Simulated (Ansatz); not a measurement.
# WSe2: the cost of one run

Computed with Ansatz 0.2.0 (DFT PBE, scalar-relativistic, plane waves, PAW, unless a step's input says otherwise).

### Step 1. Starting point

It takes space group P-3m1 (No. 164, trigonal). The conventional cell has a = 3.318 Å, b = 3.318 Å, c = 24.069 Å, α = 90.00°, β = 90.00°, γ = 120.00°. W (site symmetry 3m) is surrounded by 6 Se at 2.54 Å. Around Se (site symmetry 3m) lie 3 W at 2.54 Å.

Coordinates:

```
W Se
1.0
     9.95356    0.00000    0.00000
    -4.97678    8.62004    0.00000
     0.00000    0.00000   24.06852
W Se
18 36
Direct
  0.22222 0.11111 0.14154
  0.22222 0.44444 0.14154
  0.22222 0.77778 0.14154
  0.55556 0.11111 0.14154
  0.55556 0.44444 0.14154
  0.55556 0.77778 0.14154
  0.88889 0.11111 0.14154
  0.88889 0.44444 0.14154
  0.88889 0.77778 0.14154
  0.11111 0.22222 0.85846
  0.11111 0.55556 0.85846
  0.11111 0.88889 0.85846
  0.44444 0.22222 0.85846
  0.44444 0.55556 0.85846
  0.44444 0.88889 0.85846
  0.77778 0.22222 0.85846
  0.77778 0.55556 0.85846
  0.77778 0.88889 0.85846
  0.11111 0.22222 0.21059
  0.11111 0.55556 0.21059
  0.11111 0.88889 0.21059
  0.44444 0.22222 0.21059
  0.44444 0.55556 0.21059
  0.44444 0.88889 0.21059
  0.77778 0.22222 0.21059
  0.77778 0.55556 0.21059
  0.77778 0.88889 0.21059
  0.22222 0.11111 0.92756
  0.22222 0.44444 0.92756
  0.22222 0.77778 0.92756
  0.55556 0.11111 0.92756
  0.55556 0.44444 0.92756
  0.55556 0.77778 0.92756
  0.88889 0.11111 0.92756
  0.88889 0.44444 0.92756
  0.88889 0.77778 0.92756
  0.11111 0.22222 0.07244
  0.11111 0.55556 0.07244
  0.11111 0.88889 0.07244
  0.44444 0.22222 0.07244
  0.44444 0.55556 0.07244
  0.44444 0.88889 0.07244
  0.77778 0.22222 0.07244
  0.77778 0.55556 0.07244
  0.77778 0.88889 0.07244
  0.22222 0.11111 0.78941
  0.22222 0.44444 0.78941
  0.22222 0.77778 0.78941
  0.55556 0.11111 0.78941
  0.55556 0.44444 0.78941
  0.55556 0.77778 0.78941
  0.88889 0.11111 0.78941
  0.88889 0.44444 0.78941
  0.88889 0.77778 0.78941
```

The runs take a perfect supercell of 54 atoms; the defect goes to fractional position (0.222, 0.111, 0.141).

### Step 2. The perfect supercell

Contents of input.yaml:

```yaml
crystal:
  lattice:
    - [9.95356, 0.0, 0.0]
    - [-4.97678, 8.620036, 0.0]
    - [0.0, 0.0, 24.068519]
  atoms:
    - { symbol: W, position: [0.222222, 0.111111, 0.141538] }
    - { symbol: W, position: [0.222222, 0.444444, 0.141538] }
    - { symbol: W, position: [0.222222, 0.777778, 0.141538] }
    - { symbol: W, position: [0.555556, 0.111111, 0.141538] }
    - { symbol: W, position: [0.555556, 0.444444, 0.141538] }
    - { symbol: W, position: [0.555556, 0.777778, 0.141538] }
    - { symbol: W, position: [0.888889, 0.111111, 0.141538] }
    - { symbol: W, position: [0.888889, 0.444444, 0.141538] }
    - { symbol: W, position: [0.888889, 0.777778, 0.141538] }
    - { symbol: W, position: [0.111111, 0.222222, 0.858462] }
    - { symbol: W, position: [0.111111, 0.555556, 0.858462] }
    - { symbol: W, position: [0.111111, 0.888889, 0.858462] }
    - { symbol: W, position: [0.444444, 0.222222, 0.858462] }
    - { symbol: W, position: [0.444444, 0.555556, 0.858462] }
    - { symbol: W, position: [0.444444, 0.888889, 0.858462] }
    - { symbol: W, position: [0.777778, 0.222222, 0.858462] }
    - { symbol: W, position: [0.777778, 0.555556, 0.858462] }
    - { symbol: W, position: [0.777778, 0.888889, 0.858462] }
    - { symbol: Se, position: [0.111111, 0.222222, 0.210594] }
    - { symbol: Se, position: [0.111111, 0.555556, 0.210594] }
    - { symbol: Se, position: [0.111111, 0.888889, 0.210594] }
    - { symbol: Se, position: [0.444444, 0.222222, 0.210594] }
    - { symbol: Se, position: [0.444444, 0.555556, 0.210594] }
    - { symbol: Se, position: [0.444444, 0.888889, 0.210594] }
    - { symbol: Se, position: [0.777778, 0.222222, 0.210594] }
    - { symbol: Se, position: [0.777778, 0.555556, 0.210594] }
    - { symbol: Se, position: [0.777778, 0.888889, 0.210594] }
    - { symbol: Se, position: [0.222222, 0.111111, 0.927562] }
    - { symbol: Se, position: [0.222222, 0.444444, 0.927562] }
    - { symbol: Se, position: [0.222222, 0.777778, 0.927562] }
    - { symbol: Se, position: [0.555556, 0.111111, 0.927562] }
    - { symbol: Se, position: [0.555556, 0.444444, 0.927562] }
    - { symbol: Se, position: [0.555556, 0.777778, 0.927562] }
    - { symbol: Se, position: [0.888889, 0.111111, 0.927562] }
    - { symbol: Se, position: [0.888889, 0.444444, 0.927562] }
    - { symbol: Se, position: [0.888889, 0.777778, 0.927562] }
    - { symbol: Se, position: [0.111111, 0.222222, 0.072438] }
    - { symbol: Se, position: [0.111111, 0.555556, 0.072438] }
    - { symbol: Se, position: [0.111111, 0.888889, 0.072438] }
    - { symbol: Se, position: [0.444444, 0.222222, 0.072438] }
    - { symbol: Se, position: [0.444444, 0.555556, 0.072438] }
    - { symbol: Se, position: [0.444444, 0.888889, 0.072438] }
    - { symbol: Se, position: [0.777778, 0.222222, 0.072438] }
    - { symbol: Se, position: [0.777778, 0.555556, 0.072438] }
    - { symbol: Se, position: [0.777778, 0.888889, 0.072438] }
    - { symbol: Se, position: [0.222222, 0.111111, 0.789406] }
    - { symbol: Se, position: [0.222222, 0.444444, 0.789406] }
    - { symbol: Se, position: [0.222222, 0.777778, 0.789406] }
    - { symbol: Se, position: [0.555556, 0.111111, 0.789406] }
    - { symbol: Se, position: [0.555556, 0.444444, 0.789406] }
    - { symbol: Se, position: [0.555556, 0.777778, 0.789406] }
    - { symbol: Se, position: [0.888889, 0.111111, 0.789406] }
    - { symbol: Se, position: [0.888889, 0.444444, 0.789406] }
    - { symbol: Se, position: [0.888889, 0.777778, 0.789406] }
basis:
  ecutwfc: 420
  fft_grid_basis: typed
kpoints:
  mp_grid: { grid: [3, 3, 1] }
hamiltonian:
  xc: pbe
  pseudopotentials: { kind: paw }
scf:
  occupations: { method: gaussian, width: 0.05 }
output:
  forces: true
  stress: false
  eigenvalues: true
  bader: false
  write_density: true
  volumetric_format: npy
```

Command:

```console
$ ansatz run input.yaml --threads 8 --pin off --max-ram 16384MiB --backend cpu --events-out ev --progress --plain --runs-dir out
```

What time and memory should one allow on 8 threads of Intel Xeon Platinum 8375C at 2.90GHz (Ice Lake), shared host?

About 37 s, with a peak of 12 GiB.
